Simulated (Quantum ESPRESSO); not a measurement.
# La2O3 (P-3m1) in Quantum ESPRESSO: band structure with r2SCAN

Aim: the band structure of La2O3 with r2SCAN.

All numbers are computed with Quantum ESPRESSO 7.5; they aren't measurements. Logs are shortened: lines on timing, memory, paths and dates and some standing lists are left out, and cuts for length are marked.

### 1 The crystal as given

The structure is trigonal, space group P-3m1 (No. 164). The conventional cell has a = 3.931 Å, b = 3.931 Å, c = 6.112 Å, α = 90.00°, β = 90.00°, γ = 120.00°. La (site symmetry 3m) has 4 O at 2.36 to 2.44 Å as nearest neighbours. O (site symmetry -3m) has 6 La at 2.72 Å as nearest neighbours. Around O (site symmetry 3m) lie 4 La at 2.36 to 2.44 Å.

The cell is a database's computed one.

### 2 Band structure, r2SCAN

pw.in reads:

```
&CONTROL
  calculation = 'scf'
  prefix = 'pwscf'
  outdir = './tmp'
  pseudo_dir = './pseudo'
  tprnfor = .true.
  tstress = .true.
  disk_io = 'low'
/
&SYSTEM
  ibrav = 0
  celldm(1) = 8
  nat = 5
  ntyp = 2
  ecutwfc = 88
  nbnd = 28
  input_dft = 'r2scan'
  occupations = 'smearing'
  smearing = 'fd'
  degauss = 0.00367493
  nosym = .true.
/
&ELECTRONS
  conv_thr = 1d-08
  electron_maxstep = 120
  mixing_beta = 0.5
/
ATOMIC_SPECIES
La   138.9055 La_ONCV_PBE-1.2.upf
O     15.9990 O_ONCV_PBE-1.2.upf
CELL_PARAMETERS alat
  0.9285117057697   0.0000000000000   0.0000000000000
 -0.4642558528849   0.8041147249121   0.0000000000000
  0.0000000000000   0.0000000000000   1.4437397799053
ATOMIC_POSITIONS crystal
La     0.3333333333    0.6666666667    0.2462356800
La     0.6666666667    0.3333333333    0.7537643200
O      0.0000000000    0.0000000000    0.0000000000
O      0.3333333333    0.6666666667    0.6458906500
O      0.6666666667    0.3333333333    0.3541093500
K_POINTS automatic
7 7 4 0 0 0
```

bands.in reads:

```
&CONTROL
  calculation = 'bands'
  prefix = 'pwscf'
  outdir = './tmp'
  pseudo_dir = './pseudo'
  disk_io = 'low'
  verbosity = 'high'
/
&SYSTEM
  ibrav = 0
  celldm(1) = 8
  nat = 5
  ntyp = 2
  ecutwfc = 88
  nbnd = 28
  input_dft = 'r2scan'
  occupations = 'smearing'
  smearing = 'fd'
  degauss = 0.00367493
  nosym = .true.
/
&ELECTRONS
  conv_thr = 1d-08
  electron_maxstep = 120
  mixing_beta = 0.5
  diago_full_acc = .true.
  startingwfc = 'random'
/
ATOMIC_SPECIES
La   138.9055 La_ONCV_PBE-1.2.upf
O     15.9990 O_ONCV_PBE-1.2.upf
CELL_PARAMETERS alat
  0.9285117057697   0.0000000000000   0.0000000000000
 -0.4642558528849   0.8041147249121   0.0000000000000
  0.0000000000000   0.0000000000000   1.4437397799053
ATOMIC_POSITIONS crystal
La     0.3333333333    0.6666666667    0.2462356800
La     0.6666666667    0.3333333333    0.7537643200
O      0.0000000000    0.0000000000    0.0000000000
O      0.3333333333    0.6666666667    0.6458906500
O      0.6666666667    0.3333333333    0.3541093500
K_POINTS crystal
60
 0.0000000000  0.0000000000  0.0000000000 1
 0.0714285714  0.0000000000  0.0000000000 1
 0.1428571429  0.0000000000  0.0000000000 1
 0.2142857143  0.0000000000  0.0000000000 1
 0.2857142857  0.0000000000  0.0000000000 1
 0.3571428571  0.0000000000  0.0000000000 1
 0.4285714286  0.0000000000  0.0000000000 1
 0.5000000000  0.0000000000  0.0000000000 1
 0.4583333333  0.0833333333  0.0000000000 1
 0.4166666667  0.1666666667  0.0000000000 1
 0.3750000000  0.2500000000  0.0000000000 1
 0.3333333333  0.3333333333  0.0000000000 1
 0.2962962963  0.2962962963  0.0000000000 1
 0.2592592593  0.2592592593  0.0000000000 1
 0.2222222222  0.2222222222  0.0000000000 1
 0.1851851852  0.1851851852  0.0000000000 1
 0.1481481481  0.1481481481  0.0000000000 1
 0.1111111111  0.1111111111  0.0000000000 1
 0.0740740741  0.0740740741  0.0000000000 1
 0.0370370370  0.0370370370  0.0000000000 1
 0.0000000000  0.0000000000  0.0000000000 1
 0.0000000000  0.0000000000  0.1250000000 1
 0.0000000000  0.0000000000  0.2500000000 1
 0.0000000000  0.0000000000  0.3750000000 1
 0.0000000000  0.0000000000  0.5000000000 1
 0.0625000000  0.0000000000  0.5000000000 1
 0.1250000000  0.0000000000  0.5000000000 1
 0.1875000000  0.0000000000  0.5000000000 1
 0.2500000000  0.0000000000  0.5000000000 1
 0.3125000000  0.0000000000  0.5000000000 1
 0.3750000000  0.0000000000  0.5000000000 1
 0.4375000000  0.0000000000  0.5000000000 1
 0.5000000000  0.0000000000  0.5000000000 1
 0.4666666667  0.0666666667  0.5000000000 1
 0.4333333333  0.1333333333  0.5000000000 1
 0.4000000000  0.2000000000  0.5000000000 1
 0.3666666667  0.2666666667  0.5000000000 1
 0.3333333333  0.3333333333  0.5000000000 1
 0.3030303030  0.3030303030  0.5000000000 1
 0.2727272727  0.2727272727  0.5000000000 1
 0.2424242424  0.2424242424  0.5000000000 1
 0.2121212121  0.2121212121  0.5000000000 1
 0.1818181818  0.1818181818  0.5000000000 1
 0.1515151515  0.1515151515  0.5000000000 1
 0.1212121212  0.1212121212  0.5000000000 1
 0.0909090909  0.0909090909  0.5000000000 1
 0.0606060606  0.0606060606  0.5000000000 1
 0.0303030303  0.0303030303  0.5000000000 1
 0.0000000000  0.0000000000  0.5000000000 1
 0.5000000000  0.0000000000  0.5000000000 1
 0.5000000000  0.0000000000  0.3750000000 1
 0.5000000000  0.0000000000  0.2500000000 1
 0.5000000000  0.0000000000  0.1250000000 1
 0.5000000000  0.0000000000  0.0000000000 1
 0.3333333333  0.3333333333  0.0000000000 1
 0.3333333333  0.3333333333  0.1000000000 1
 0.3333333333  0.3333333333  0.2000000000 1
 0.3333333333  0.3333333333  0.3000000000 1
 0.3333333333  0.3333333333  0.4000000000 1
 0.3333333333  0.3333333333  0.5000000000 1
```

Potentials or basis: SG15 PBE 1.2.

Started as:

```console
$ OMP_NUM_THREADS=1 mpirun -n 4 pw.x -nk 4 -in pw.in > pw.out
$ OMP_NUM_THREADS=1 mpirun -n 4 pw.x -nk 4 -in bands.in > bands.out
```

pw.out:

```text
This program is part of the open-source Quantum ESPRESSO suite
     for quantum simulation of materials; please cite
         "P. Giannozzi et al., J. Phys.:Condens. Matter 21 395502 (2009);
         "P. Giannozzi et al., J. Phys.:Condens. Matter 29 465901 (2017);
         "P. Giannozzi et al., J. Chem. Phys. 152 154105 (2020);
     in publications or presentations arising from this work. More details at

     IMPORTANT: XC functional enforced from input :
     Exchange-correlation= R2SCAN
                           (   0   0   0   0   0 497 498)
     Any further DFT definition will be discarded
     Please, verify this is what you really want

     K-points division:     npool     =       4
     Subspace diagonalization in iterative solution of the eigenvalue problem:
     a serial algorithm will be used

     G-vector sticks info
     --------------------
     sticks:   dense  smooth     PW     G-vecs:    dense   smooth      PW
     Sum        1345    1345    385                61617    61617    9697

     Using Slab Decomposition

     bravais-lattice index     =            0
     lattice parameter (alat)  =       8.0000  a.u.
     unit-cell volume          =     551.9049 (a.u.)^3
     number of atoms/cell      =            5
     number of atomic types    =            2
     number of electrons       =        40.00
     number of Kohn-Sham states=           28
     kinetic-energy cutoff     =      88.0000  Ry
     charge density cutoff     =     352.0000  Ry
     scf convergence threshold =      1.0E-08
     mixing beta               =       0.5000
     number of iterations used =            8  plain     mixing
     Exchange-correlation= R2SCAN
                           (   0   0   0   0   0 497 498)

     celldm(1)=   8.000000  celldm(2)=   0.000000  celldm(3)=   0.000000
     celldm(4)=   0.000000  celldm(5)=   0.000000  celldm(6)=   0.000000

     crystal axes: (cart. coord. in units of alat)
               a(1) = (   0.928512   0.000000   0.000000 )
               a(2) = (  -0.464256   0.804115   0.000000 )
               a(3) = (   0.000000   0.000000   1.443740 )

     reciprocal axes: (cart. coord. in units 2 pi/alat)
               b(1) = (  1.076992  0.621802 -0.000000 )
               b(2) = (  0.000000  1.243604  0.000000 )
               b(3) = (  0.000000 -0.000000  0.692646 )

     PseudoPot. # 1 for La read from file:
     La_ONCV_PBE-1.2.upf
     Pseudo is Norm-conserving, Zval = 11.0
     Generated using ONCVPSP code by D. R. Hamann
     Using radial grid of  602 points,  8 beta functions with:
                l(1) =   0
                l(2) =   0
                l(3) =   1
                l(4) =   1
                l(5) =   2
                l(6) =   2
                l(7) =   3
                l(8) =   3

     PseudoPot. # 2 for O  read from file:
     O_ONCV_PBE-1.2.upf
     Pseudo is Norm-conserving, Zval =  6.0
     Generated using ONCVPSP code by D. R. Hamann
     Using radial grid of  602 points,  4 beta functions with:
                l(1) =   0
                l(2) =   0
                l(3) =   1
                l(4) =   1

     atomic species   valence    mass     pseudopotential
     La               11.00   138.90550     La( 1.00)
     O                 6.00    15.99900     O ( 1.00)

     No symmetry found

   Cartesian axes

     site n.     atom                  positions (alat units)
         1        La     tau(   1) = (  -0.0000000   0.5360765   0.3555002  )
         2        La     tau(   2) = (   0.4642559   0.2680382   1.0882395  )
         3        O      tau(   3) = (   0.0000000   0.0000000   0.0000000  )
         4        O      tau(   4) = (  -0.0000000   0.5360765   0.9324980  )
         5        O      tau(   5) = (   0.4642559   0.2680382   0.5112418  )

     number of k points=    99  Fermi-Dirac smearing, width (Ry)=  0.0037
                       cart. coord. in units 2pi/alat
        k(    1) = (   0.0000000   0.0000000   0.0000000), wk =   0.0102041
        k(    2) = (   0.0000000   0.0000000   0.1731614), wk =   0.0204082
        k(    3) = (   0.0000000   0.0000000  -0.3463228), wk =   0.0102041
        k(    4) = (   0.0000000   0.1776577   0.0000000), wk =   0.0204082
        k(    5) = (   0.0000000   0.1776577   0.1731614), wk =   0.0204082
        k(    6) = (   0.0000000   0.1776577  -0.3463228), wk =   0.0204082
[... 91 lines left out ...]
        k(   98) = (   0.4615681   0.0888288  -0.3463228), wk =   0.0204082
        k(   99) = (   0.4615681   0.0888288  -0.1731614), wk =   0.0204082

     Dense  grid:    61617 G-vectors     FFT dimensions: (  45,  45,  72)

     WARNING: libxc functional with ID  497 depends
      on external parameters: check the user_guide of
      QE if you need to modify them or to check their
      default values.

     WARNING: libxc functional with ID  498 depends
      on external parameters: check the user_guide of
      QE if you need to modify them or to check their
      default values.

     Initial potential from superposition of free atoms

     starting charge      39.3959, renormalised to      40.0000
     Starting wfcs are random

     Self-consistent Calculation

     iteration #  1     ecut=    88.00 Ry     beta= 0.50
     Davidson diagonalization with overlap
     ethr =  1.00E-02,  avg # of iterations =  9.9

     total energy              =    -224.02918671 Ry
     estimated scf accuracy    <      44.89958258 Ry

     iteration #  2     ecut=    88.00 Ry     beta= 0.50
     Davidson diagonalization with overlap
     ethr =  1.00E-02,  avg # of iterations =  2.0
[... 115 lines left out ...]
     total energy              =    -224.55520146 Ry
     estimated scf accuracy    <       0.00000003 Ry

     iteration # 14     ecut=    88.00 Ry     beta= 0.50
     Davidson diagonalization with overlap
     ethr =  8.57E-11,  avg # of iterations =  1.0

     End of self-consistent calculation

          k = 0.0000 0.0000 0.0000 (  7727 PWs)   bands (ev):

   -21.6255 -21.3810  -8.4899  -7.3821  -6.8854  -4.3871  -4.3871  -4.1603
    -4.1603  -4.0764  -3.4631   7.0738   7.0738   7.2631   7.2631   7.3696
     7.8495   9.1540   9.1540   9.4284  14.6601  14.8157  14.8157  15.3903
    16.7325  17.6573  17.6576  17.8610

          k = 0.0000 0.0000 0.1732 (  7660 PWs)   bands (ev):

   -21.5915 -21.4172  -8.4159  -7.3802  -7.0056  -4.3582  -4.3582  -4.1899
    -4.1899  -4.0184  -3.4473   6.8483   6.8483   7.0236   7.4752   7.4752
     8.2155   9.1267   9.2003   9.2003  15.0139  15.0139  15.0176  15.6415
    17.0924  17.2027  17.2028  17.4580
[... 673 lines left out ...]
          k = 0.4616 0.0888-0.1732 (  7692 PWs)   bands (ev):

   -21.4282 -21.3447  -8.8180  -8.6223  -7.0640  -4.8252  -4.6030  -4.3736
    -4.2725  -3.1259  -2.8912   7.0982   7.4488   7.7469   7.9756   8.1766
     8.3437   9.0254   9.1107   9.3244  14.4612  15.1919  16.0676  16.3666
    17.0422  17.2713  17.7996  18.0444

     the Fermi energy is    11.0541 ev

!    total energy              =    -224.55520146 Ry
     estimated scf accuracy    <          1.2E-09 Ry
     smearing contrib. (-TS)   =      -0.00000000 Ry
     internal energy E=F+TS    =    -224.55520146 Ry

     The total energy is F=E-TS. E is the sum of the following terms:
     one-electron contribution =     -29.84209975 Ry
     hartree contribution      =      40.06571099 Ry
     xc contribution           =     -38.94590486 Ry
     ewald contribution        =    -195.83290784 Ry

     convergence has been achieved in  14 iterations

     Forces acting on atoms (cartesian axes, Ry/au):

     atom    1 type  1   force =     0.00000027   -0.00000010    0.00031514
     atom    2 type  1   force =     0.00000037   -0.00000025   -0.00031536
     atom    3 type  2   force =     0.00000041    0.00000019    0.00000055
     atom    4 type  2   force =    -0.00000107    0.00000076    0.00032504
     atom    5 type  2   force =     0.00000001   -0.00000060   -0.00032538

     Total force =     0.000641     Total SCF correction =     0.000030

     Computing stress (Cartesian axis) and pressure

          total   stress  (Ry/bohr**3)                   (kbar)     P=        7.78
   0.00005292  -0.00000000  -0.00000000            7.79       -0.00       -0.00
  -0.00000000   0.00005293   0.00000000           -0.00        7.79        0.00
  -0.00000000   0.00000000   0.00005286           -0.00        0.00        7.78

=------------------------------------------------------------------------------=
   JOB DONE.
=------------------------------------------------------------------------------=
```

It took 15 min on 4 MPI ranks of Arm Neoverse V2, shared host; peak memory 0.88 GiB.

Results:

- Free energy: -3055.2292 eV
- Pressure: 0.8 GPa
- Largest force: 0.008 eV/Å
- Band gap on the k mesh: 4.39 eV, indirect (least direct gap 4.56 eV)
- Band gap along the path: 4.28 eV, indirect (least direct gap 4.40 eV)

Forces on the atoms (eV/Å):
```
La   0.000  0.000  0.008
La   0.000  0.000 -0.008
O    0.000  0.000  0.000
O    0.000  0.000  0.008
O    0.000  0.000 -0.008
```

Levels at the corners of the path, in eV from the valence-band top:
| point | band 18 | band 19 | band 20 | band 21 | band 22 | band 23 |
| --- | --- | --- | --- | --- | --- | --- |
| Γ | -0.36 | -0.36 | -0.09 | 5.14 | 5.30 | 5.30 |
| M | -0.66 | -0.43 | -0.28 | 4.45 | 6.18 | 6.23 |
| K | -0.83 | -0.82 | -0.12 | 4.28 | 5.82 | 5.82 |
| Γ | -0.36 | -0.36 | -0.09 | 5.14 | 5.30 | 5.30 |
| A | -0.77 | -0.26 | -0.26 | 5.74 | 5.74 | 6.14 |
| L | -0.71 | -0.36 | 0.00 | 5.40 | 5.47 | 7.23 |
| H | -0.28 | -0.28 | -0.23 | 4.90 | 5.67 | 6.58 |
| A | -0.77 | -0.26 | -0.26 | 5.74 | 5.74 | 6.14 |
| L | -0.71 | -0.36 | 0.00 | 5.40 | 5.47 | 7.23 |
| M | -0.66 | -0.43 | -0.28 | 4.45 | 6.18 | 6.23 |
| K | -0.83 | -0.82 | -0.12 | 4.28 | 5.82 | 5.82 |
| H | -0.28 | -0.28 | -0.23 | 4.90 | 5.67 | 6.58 |

Caveat: the potentials were made for another functional, which shifts forces and pressure; some levels on the path didn't converge; spin-orbit coupling is left out, which moves the levels of the heavy elements; the mesh misses the band edges, which the band path finds closer together. r2SCAN opens gaps a little over a GGA but as a rule still falls short of measured ones.
